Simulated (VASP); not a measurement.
# CaO: Ca into a neighbouring Ca vacancy, part 2 of 2

How hard is this move in CaO: Ca into a neighbouring Ca vacancy? Both ends are relaxed first, then a band of images between them. The start is a computed cell from the Materials Project.

VASP 6.6.1; PBEsol; plane waves and PAW (Ca_pv, O).

So far. Step 3 (Relax the start): The run ended after 8 ionic steps, 1.676 eV below its first step, once the forces on the free atoms met EDIFFG = -0.05. Step 4 (Relax the end): The run ended after 9 ionic steps, 1.798 eV below its first step, once the forces on the free atoms met EDIFFG = -0.05.

**5. Nudged elastic band**

Images on a straight line between the ends relax across the path, while springs keep them spaced along it.

This cell carries charge -2, set by NELECT and balanced by a uniform background.

The input, INCAR:

```
SYSTEM = Ca26O27
PREC = Normal
ENCUT = 400
EDIFF = 1E-05
NELM = 120
ISMEAR = 0
SIGMA = 0.05
LREAL = Auto
ALGO = Fast
GGA = PS
NELECT = 372
NBANDS = 228
LWAVE = .FALSE.
LCHARG = .FALSE.
NCORE = 2
LASPH = .TRUE.
IMAGES = 3
SPRING = -5
IBRION = 1
POTIM = 0.3
NSW = 50
EDIFFG = -0.05
ISYM = 0
ISIF = 0
```

The input, POSCAR:

```
Ca26O27
1.0
    0.0000000000      7.1445767646      7.1445767646
    7.1445767646      0.0000000000      7.1445767646
    7.1445767646      7.1445767646      0.0000000000
Ca O
26 27
Direct
    0.0000339027      0.9998195122      0.3257823771
    0.9994338295      0.9996164977      0.6741424543
    0.9995967761      0.3253871391      0.0004785052
    0.9979123813      0.3336158086      0.3343636994
    0.9985934368      0.3257767649      0.6747610312
    0.9995533220      0.6740745853      0.0004278761
    0.9993690876      0.6745160483      0.3261398874
    0.0009646630      0.6657820862      0.6667398740
    0.3258157067      0.9996782718      0.9998483288
    0.3337140578      0.9981573600      0.3339509457
    0.3248833722      0.0005910236      0.6740495947
    0.3330979586      0.3335772017      0.9990796242
    0.3327241722      0.3341441091      0.3342436220
    0.3332772448      0.3342158270      0.6662363885
    0.3252556502      0.6743528773      0.0000522396
    0.3339831295      0.6654647414      0.3345610938
    0.3337121348      0.6657370783      0.6662701093
    0.6736258838      0.9991881530      0.0003240623
    0.6735884342      0.9999502145      0.3260962139
    0.6658429910      0.0009612284      0.6661748956
    0.6734991872      0.3251314041      0.0006455032
    0.6651977197      0.3338456361      0.3347272531
    0.6648260235      0.3335863330      0.6664311908
    0.6660036091      0.6652574547      0.0021650603
    0.6655223702      0.6652214656      0.3351484155
    0.6654270160      0.6660781942      0.6669229621
    0.1666487668      0.1662464249      0.1667652573
    0.1655611440      0.1667274454      0.5002888658
    0.1780523487      0.1788250192      0.8216678176
    0.1656712659      0.5004425143      0.1671099028
    0.1650197200      0.5000047974      0.5006922381
    0.1652642807      0.4998322720      0.8347037219
    0.1788347793      0.8209729083      0.1789939815
    0.1657711621      0.8337405289      0.5003090055
    0.1781480226      0.8214201769      0.8211602703
    0.4993459763      0.1662212113      0.1672832648
    0.4988694740      0.1663255949      0.5003169237
    0.4994973675      0.1654503818      0.8342315936
    0.4995229556      0.4994626784      0.1664447515
    0.4992572639      0.4997210743      0.5006654218
    0.4990791143      0.4998185053      0.8346102638
    0.4997898820      0.8331532665      0.1666118928
    0.4997072043      0.8337569203      0.5006516065
    0.4995296748      0.8333599518      0.8333952095
    0.8207289599      0.1785975607      0.1793004526
    0.8334312615      0.1656306514      0.5001585414
    0.8201209680      0.1781291165      0.8216098484
    0.8335924165      0.4995155942      0.1669288160
    0.8332043502      0.4996075596      0.5011122309
    0.8325055211      0.4993359307      0.8340864285
    0.8203953410      0.8211067688      0.1792715019
    0.8330682832      0.8333478952      0.5000042725
    0.8329997246      0.8323526549      0.8338047861
```

The input, KPOINTS:

```
Automatic mesh
0
Gamma
2 2 2
0 0 0
```

The input, 00/POSCAR:

```
Ca26O27
1.0
    0.0000000000      7.1445767646      7.1445767646
    7.1445767646      0.0000000000      7.1445767646
    7.1445767646      7.1445767646      0.0000000000
Ca O
26 27
Direct
    0.0000339027      0.9998195122      0.3257823771
    0.9994338295      0.9996164977      0.6741424543
    0.9995967761      0.3253871391      0.0004785052
    0.9979123813      0.3336158086      0.3343636994
    0.9985934368      0.3257767649      0.6747610312
    0.9995533220      0.6740745853      0.0004278761
    0.9993690876      0.6745160483      0.3261398874
    0.0009646630      0.6657820862      0.6667398740
    0.3258157067      0.9996782718      0.9998483288
    0.3337140578      0.9981573600      0.3339509457
    0.3248833722      0.0005910236      0.6740495947
    0.3330979586      0.3335772017      0.9990796242
    0.3327241722      0.3341441091      0.3342436220
    0.3332772448      0.3342158270      0.6662363885
    0.3252556502      0.6743528773      0.0000522396
    0.3339831295      0.6654647414      0.3345610938
    0.3337121348      0.6657370783      0.6662701093
    0.6736258838      0.9991881530      0.0003240623
    0.6735884342      0.9999502145      0.3260962139
    0.6658429910      0.0009612284      0.6661748956
    0.6734991872      0.3251314041      0.0006455032
    0.6651977197      0.3338456361      0.3347272531
    0.6648260235      0.3335863330      0.6664311908
    0.6660036091      0.6652574547      0.0021650603
    0.6655223702      0.6652214656      0.3351484155
    0.6654270160      0.6660781942      0.6669229621
    0.1666487668      0.1662464249      0.1667652573
    0.1655611440      0.1667274454      0.5002888658
    0.1780523487      0.1788250192      0.8216678176
    0.1656712659      0.5004425143      0.1671099028
    0.1650197200      0.5000047974      0.5006922381
    0.1652642807      0.4998322720      0.8347037219
    0.1788347793      0.8209729083      0.1789939815
    0.1657711621      0.8337405289      0.5003090055
    0.1781480226      0.8214201769      0.8211602703
    0.4993459763      0.1662212113      0.1672832648
    0.4988694740      0.1663255949      0.5003169237
    0.4994973675      0.1654503818      0.8342315936
    0.4995229556      0.4994626784      0.1664447515
    0.4992572639      0.4997210743      0.5006654218
    0.4990791143      0.4998185053      0.8346102638
    0.4997898820      0.8331532665      0.1666118928
    0.4997072043      0.8337569203      0.5006516065
    0.4995296748      0.8333599518      0.8333952095
    0.8207289599      0.1785975607      0.1793004526
    0.8334312615      0.1656306514      0.5001585414
    0.8201209680      0.1781291165      0.8216098484
    0.8335924165      0.4995155942      0.1669288160
    0.8332043502      0.4996075596      0.5011122309
    0.8325055211      0.4993359307      0.8340864285
    0.8203953410      0.8211067688      0.1792715019
    0.8330682832      0.8333478952      0.5000042725
    0.8329997246      0.8323526549      0.8338047861
```

The input, 01/POSCAR:

```
Ca26O27
1.0
    0.0000000000      7.1445767646      7.1445767646
    7.1445767646      0.0000000000      7.1445767646
    7.1445767646      7.1445767646      0.0000000000
Ca O
26 27
Direct
   -0.0001680658      0.9999145636      0.2462844266
    0.9993464379      0.9997570654      0.6705625122
    0.9995223770      0.3255331523      0.0023318548
    0.9982998212      0.3316207214      0.3342525664
    0.9985448893      0.3277416312      0.6729448974
    0.9997528611      0.6721471035      0.0002792899
    0.9994322057      0.6742560481      0.3279531125
    0.0004905442      0.6679058710      0.6648874374
    0.3256156047      0.9996974615      1.0019878659
    0.3315623811      0.9985358912      0.3339471838
    0.3270375131      0.0000692186      0.6724064669
    0.3332009863      0.3337387722      0.9991357032
    0.3329683437      0.3339435406      0.3335976954
    0.3332693873      0.3340793312      0.6665916168
    0.3272917923      0.6722637606     -0.0001285735
    0.3317576606      0.6674937331      0.3344449862
    0.3335343156      0.6658384653      0.6667481384
    0.6715672375      0.9997684329      0.0002100212
    0.6736497354      0.9998239284      0.3279087585
    0.6677453620      0.0006250220      0.6644711693
    0.6714193905      0.3274846135      0.0003200168
    0.6673147203      0.3317287300      0.3345272153
    0.6648611760      0.3336895500      0.6668995817
    0.6658190879      0.6654812988      0.0016311030
    0.6654875938      0.6653249473      0.3352040412
    0.6653876130      0.6658565404      0.6671007732
    0.1695569270      0.1694028642      0.1638354540
    0.1657750921      0.1666680591      0.5002935845
    0.1751332827      0.1757071736      0.8247634544
    0.1656496409      0.5003165088      0.1671149256
    0.1652767850      0.4999009379      0.5006079397
    0.1652264532      0.4999383612      0.8344144456
    0.1786131560      0.8209855758      0.1729953409
    0.1687627206      0.8306475507      0.5034181123
    0.1747917061      0.8246811301      0.8243301431
    0.4994192920      0.1661584324      0.1672143220
    0.4991145056      0.1663019299      0.5002306862
    0.4994044965      0.1654567639      0.8341631570
    0.4993860051      0.4996492820      0.1668413649
    0.4992035237      0.4997344630      0.5006138166
    0.4991179361      0.4998692550      0.8343989243
    0.4996528143      0.8330935936      0.1668448774
    0.4995832271      0.8337518660      0.5004108503
    0.4995344694      0.8333533628      0.8334345121
    0.8205894313      0.1787239474      0.1731968181
    0.8301285092      0.1688964426      0.5033753766
    0.8234317436      0.1751859610      0.8246835893
    0.8333692319      0.4995711505      0.1669912430
    0.8333107325      0.4994996146      0.5007705218
    0.8327569889      0.4994802708      0.8339966147
    0.8234677858      0.8240923553      0.1761962145
    0.8299147944      0.8301212372      0.5030209001
    0.8328218288      0.8326538016      0.8337212834
```

The input, 02/POSCAR:

```
Ca26O27
1.0
    0.0000000000      7.1445767646      7.1445767646
    7.1445767646      0.0000000000      7.1445767646
    7.1445767646      7.1445767646      0.0000000000
Ca O
26 27
Direct
   -0.0003700343      1.0000096149      0.1667864761
    0.9992590464      0.9998976332      0.6669825702
    0.9994479780      0.3256791655      0.0041852044
    0.9986872610      0.3296256342      0.3341414335
    0.9984963418      0.3297064976      0.6711287637
    0.9999524002      0.6702196217      0.0001307037
    0.9994953238      0.6739960480      0.3297663375
    0.0000164255      0.6700296559      0.6630350009
    0.3254155026      0.9997166512      1.0041274030
    0.3294107044      0.9989144224      0.3339434220
    0.3291916540     -0.0004525863      0.6707633390
    0.3333040140      0.3339003426      0.9991917822
    0.3332125152      0.3337429722      0.3329517688
    0.3332615298      0.3339428355      0.6669468450
    0.3293279344      0.6701746440     -0.0003093866
    0.3295321917      0.6695227248      0.3343288786
    0.3333564963      0.6659398522      0.6672261675
    0.6695085912      1.0003487128      0.0000959801
    0.6737110366      0.9996976422      0.3297213032
    0.6696477329      0.0002888157      0.6627674430
    0.6693395938      0.3298378229     -0.0000054697
    0.6694317210      0.3296118238      0.3343271775
    0.6648963285      0.3337927670      0.6673679726
    0.6656345668      0.6657051429      0.0010971457
    0.6654528174      0.6654284290      0.3352596669
    0.6653482099      0.6656348866      0.6672785842
    0.1724650871      0.1725593035      0.1609056508
    0.1659890402      0.1666086728      0.5002983031
    0.1722142167      0.1725893280      0.8278590911
    0.1656280158      0.5001905032      0.1671199484
    0.1655338500      0.4997970784      0.5005236412
    0.1651886257      0.5000444504      0.8341251694
    0.1783915328      0.8209982433      0.1669967004
    0.1717542792      0.8275545724      0.5065272191
    0.1714353896      0.8279420833      0.8275000160
    0.4994926078      0.1660956535      0.1671453791
    0.4993595372      0.1662782649      0.5001444486
    0.4993116256      0.1654631460      0.8340947203
    0.4992490546      0.4998358856      0.1672379784
    0.4991497836      0.4997478518      0.5005622113
    0.4991567579      0.4999200048      0.8341875848
    0.4995157466      0.8330339208      0.1670778619
    0.4994592499      0.8337468116      0.5001700942
    0.4995392639      0.8333467738      0.8334738148
    0.8204499028      0.1788503342      0.1670931836
    0.8268257568      0.1721622338      0.5065922118
    0.8267425191      0.1722428055      0.8277573302
    0.8331460474      0.4996267068      0.1670536699
    0.8334171148      0.4993916697      0.5004288128
    0.8330084568      0.4996246108      0.8339068009
    0.8265402305      0.8270779419      0.1731209272
    0.8267613057      0.8268945792      0.5060375278
    0.8326439329      0.8329549482      0.8336377807
```

The input, 03/POSCAR:

```
Ca26O27
1.0
    0.0000000000      7.1445767646      7.1445767646
    7.1445767646      0.0000000000      7.1445767646
    7.1445767646      7.1445767646      0.0000000000
Ca O
26 27
Direct
   -0.0005720027      1.0001046662      0.0872885255
    0.9991716548      1.0000382009      0.6634026281
    0.9993735789      0.3258251787      0.0060385541
    0.9990747009      0.3276305469      0.3340303006
    0.9984477944      0.3316713640      0.6693126300
    1.0001519392      0.6682921399     -0.0000178825
    0.9995584420      0.6737360478      0.3315795626
   -0.0004576933      0.6721534407      0.6611825644
    0.3252154006      0.9997358409      1.0062669401
    0.3272590278      0.9992929536      0.3339396601
    0.3313457948     -0.0009743913      0.6691202112
    0.3334070418      0.3340619131      0.9992478613
    0.3334566866      0.3335424038      0.3323058421
    0.3332536723      0.3338063398      0.6673020732
    0.3313640765      0.6680855273     -0.0004901997
    0.3273067227      0.6715517164      0.3342127710
    0.3331786770      0.6660412392      0.6677041966
    0.6674499449      1.0009289928     -0.0000180609
    0.6737723378      0.9995713560      0.3315338478
    0.6715501038     -0.0000473907      0.6610637168
    0.6672597972      0.3321910324     -0.0003309561
    0.6715487216      0.3274949177      0.3341271397
    0.6649314810      0.3338959841      0.6678363634
    0.6654500456      0.6659289870      0.0005631884
    0.6654180410      0.6655319108      0.3353152926
    0.6653088068      0.6654132329      0.6674563953
    0.1753732472      0.1757157428      0.1579758476
    0.1662029884      0.1665492866      0.5003030218
    0.1692951508      0.1694714824      0.8309547278
    0.1656063908      0.5000644977      0.1671249711
    0.1657909149      0.4996932190      0.5004393428
    0.1651507982      0.5001505396      0.8338358931
    0.1781699095      0.8210109108      0.1609980598
    0.1747458377      0.8244615942      0.5096363258
    0.1680790730      0.8312030365      0.8306698888
    0.4995659235      0.1660328746      0.1670764363
    0.4996045688      0.1662545998      0.5000582110
    0.4992187546      0.1654695280      0.8340262836
    0.4991121040      0.5000224891      0.1676345919
    0.4990960434      0.4997612406      0.5005106060
    0.4991955797      0.4999707545      0.8339762454
    0.4993786788      0.8329742480      0.1673108464
    0.4993352727      0.8337417572      0.4999293380
    0.4995440584      0.8333401849      0.8335131174
    0.8203103742      0.1789767209      0.1609895491
    0.8235230044      0.1754280250      0.5098090470
    0.8300532946      0.1692996500      0.8308310710
    0.8329228628      0.4996822632      0.1671160969
    0.8335234970      0.4992837248      0.5000871038
    0.8332599246      0.4997689509      0.8338169871
    0.8296126752      0.8300635284      0.1700456398
    0.8236078169      0.8236679212      0.5090541554
    0.8324660371      0.8332560948      0.8335542780
```

The input, 04/POSCAR:

```
Ca26O27
1.0
    0.0000000000      7.1445767646      7.1445767646
    7.1445767646      0.0000000000      7.1445767646
    7.1445767646      7.1445767646      0.0000000000
Ca O
26 27
Direct
   -0.0007739712      1.0001997176      0.0077905750
    0.9990842632      1.0001787686      0.6598226860
    0.9992991798      0.3259711919      0.0078919037
    0.9994621408      0.3256354597      0.3339191676
    0.9983992469      0.3336362303      0.6674964962
    1.0003514783      0.6663646581     -0.0001664687
    0.9996215601      0.6734760476      0.3333927876
   -0.0009318120      0.6742772255      0.6593301278
    0.3250152986      0.9997550306      1.0084064772
    0.3251073511      0.9996714848      0.3339358982
    0.3334999357     -0.0014961963      0.6674770833
    0.3335100695      0.3342234836      0.9993039403
    0.3337008581      0.3333418353      0.3316599155
    0.3332458148      0.3336698440      0.6676573015
    0.3334002186      0.6659964106     -0.0006710128
    0.3250812538      0.6735807081      0.3340966634
    0.3330008578      0.6661426262      0.6681822257
    0.6653912986      1.0015092727     -0.0001321020
    0.6738336390      0.9994450699      0.3333463924
    0.6734524748     -0.0003835970      0.6593599905
    0.6651800005      0.3345442418     -0.0006564426
    0.6736657223      0.3253780116      0.3339271019
    0.6649666335      0.3339992011      0.6683047543
    0.6652655244      0.6661528311      0.0000292311
    0.6653832646      0.6656353925      0.3353709183
    0.6652694038      0.6651915791      0.6676342064
    0.1782814074      0.1788721821      0.1550460443
    0.1664169365      0.1664899003      0.5003077404
    0.1663760848      0.1663536368      0.8340503646
    0.1655847658      0.4999384922      0.1671299939
    0.1660479799      0.4995893595      0.5003550444
    0.1651129707      0.5002566288      0.8335466169
    0.1779482862      0.8210235783      0.1549994192
    0.1777373962      0.8213686159      0.5127454326
    0.1647227565      0.8344639897      0.8338397616
    0.4996392392      0.1659700957      0.1670074934
    0.4998496004      0.1662309348      0.4999719735
    0.4991258836      0.1654759101      0.8339578470
    0.4989751535      0.5002090927      0.1680312053
    0.4990423032      0.4997746293      0.5004590008
    0.4992344015      0.5000215042      0.8337649059
    0.4992416111      0.8329145751      0.1675438310
    0.4992112955      0.8337367029      0.4996885818
    0.4995488530      0.8333335959      0.8335524200
    0.8201708456      0.1791031076      0.1548859146
    0.8202202521      0.1786938162      0.5130258822
    0.8333640702      0.1663564945      0.8339048119
    0.8326996782      0.4997378195      0.1671785239
    0.8336298793      0.4991757798      0.4997453947
    0.8335113924      0.4999132910      0.8337271733
    0.8326851200      0.8330491149      0.1669703524
    0.8204543281      0.8204412632      0.5120707830
    0.8322881412      0.8335572415      0.8334707753
```

Potentials, in the order of the species: Ca_pv and O (PBE family, release 64).

Launch:

```
> mpirun -np 6 vasp_std
```

Elapsed: 37 min, on 6 MPI ranks of AMD EPYC 9R45, shared host; peak memory 2.6 GiB.

Images along the path:

| image | path (A) | energy (eV) | Ca1: x, y, z (Å) |
| --- | --- | --- | --- |
| 0 | 0.000 | 0.0000 | 9.471, 2.328, 7.144 |
| 1 | 0.952 | 0.9114 | 8.951, 1.802, 7.139 |
| 2 | 1.901 | 2.0658 | 8.337, 1.189, 7.145 |
| 3 | 2.849 | 0.9120 | 7.723, 0.576, 7.139 |
| 4 | 3.801 | 0.0002 | 7.202, 0.050, 7.140 |

Numbers from this step:

| Quantity | Value |
| --- | --- |
| electronic cycles | 112 |
| path length | 3.801 Å |
| barrier | 2.066 eV |
| barrier in the reverse direction | 2.066 eV |
| barrier from a spline through the images | 2.066 eV |
| reaction energy | 1.82e-4 eV |

What the program prints for this run, and its count of cycles, belong to image 1; the force that counts for the threshold is the band's, across the path.

**6. Results**

```json
{"hop": "Ca into a neighbouring Ca vacancy", "barrier": "2.07 eV", "barrier in the reverse direction": "2.07 eV", "barrier from a spline through the images": "2.07 eV", "reaction energy": "1.8e-4 eV", "path length": "3.80 Å"}
```

In words: The barrier is 2.07 eV forwards and 2.07 eV backwards. With an attempt frequency of 10¹³ per second, taken as a typical value, this barrier gives about 10^-22 hops a second at 300 K. Both ends are alike and an image sits at the midpoint, which is the saddle if the path is symmetric. The band met its force threshold after 12 steps. Cell and mesh are small and were not tested. The band started on a straight line, so other routes may lie lower.

[Lines on the potential files, build, host, timing and source positions are cut from VASP's logs without a mark.]

[Logs are printed without paths, hosts, clocks, repeated set-up lines and the standing remarks that a program may print on its own settings, such as how far it seeks lower states.]

[Hosts, paths, dates, database ids (printed as entryN), source tags and the programs' standing remarks are cut or masked in the printed files.]

[Runs that stopped without an error message from VASP are left out.]
